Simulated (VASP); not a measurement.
A VASP 6.6.1 single-point calculation on SiC

INCAR

```
SIGMA = 0.02
LASPH = .TRUE.
PREC = Accurate
ENCUT = 800
IBRION = -1
EDIFF = 1E-7
NBANDS = 16
LCHARG = .FALSE.
LREAL = .FALSE.
ISIF = 2
LWAVE = .FALSE.
NELM = 89
ISMEAR = -1
NELECT = 15.9
GGA = PE
NSW = 0
```

KPOINTS

```
KPOINTS created by Atomic Simulation Environment
0
Gamma
12 12 6
0 0 0
```

POSCAR

```
Si C
 1.0000000000000000
     3.0753562392093943    0.0000000000000000   -0.0000000000000000
    -1.5376781196046971    2.6633366288423082    0.0000000000000000
    -0.0000000000000000    0.0000000000000000    5.0481080910129448
 Si  C
   2   2
Cartesian
 -0.0000000000000001  1.7755577525615387 -0.0020616419070018
  1.5376781196046969  0.8877788762807693  2.5219924035994703
 -0.0000000000000001  1.7755577525615387  1.8951021760368558
  1.5376781196046969  0.8877788762807693  4.4191562215433278
```

The recommended PBE PAW datasets give the neutral cell 16 valence electrons.

Command

```
mpirun -np 1 vasp_std
```

Task: How does this run end, and what does it give?

Result: It converged. Results: pressure -1.1 GPa; largest force 0.06 eV/Å.

OSZICAR

```
N       E                     dE             d eps       ncg     rms          rms(c)
DAV:   1     0.389884267531E+02    0.38988E+02   -0.86693E+03  2432   0.118E+03
DAV:   2    -0.310414111910E+02   -0.70030E+02   -0.63098E+02  3464   0.183E+02
DAV:   3    -0.344019851162E+02   -0.33606E+01   -0.33355E+01  3312   0.362E+01
DAV:   4    -0.344279683459E+02   -0.25983E-01   -0.25978E-01  2760   0.386E+00
DAV:   5    -0.344282077478E+02   -0.23940E-03   -0.23940E-03  3320   0.359E-01    0.123E+01
DAV:   6    -0.310111248744E+02    0.34171E+01   -0.60388E+00  3064   0.151E+01    0.557E+00
DAV:   7    -0.309384314937E+02    0.72693E-01   -0.10676E+00  3448   0.604E+00    0.243E+00
DAV:   8    -0.309231942880E+02    0.15237E-01   -0.45937E-02  2816   0.138E+00    0.607E-01
DAV:   9    -0.309216566256E+02    0.15377E-02   -0.75000E-03  3152   0.587E-01    0.120E-01
DAV:  10    -0.309219630764E+02   -0.30645E-03   -0.95207E-04  2872   0.180E-01    0.546E-02
DAV:  11    -0.309219888561E+02   -0.25780E-04   -0.83968E-05  2856   0.662E-02    0.123E-02
DAV:  12    -0.309219900147E+02   -0.11586E-05   -0.57802E-06  3168   0.154E-02    0.342E-03
DAV:  13    -0.309219904948E+02   -0.48016E-06   -0.46691E-07  2992   0.452E-03    0.262E-03
DAV:  14    -0.309219904975E+02   -0.27060E-08   -0.24345E-08  1728   0.106E-03
   1 F= -.30921990E+02 E0= -.30921698E+02  d E =-.584255E-03
```

The cell is charged and sits in a uniform background.

For comparison, a separate PBE run of the intended cell, on usual settings and not on those above, gives a gap of 2.27 eV on its mesh and a pressure of 3.5 GPa.
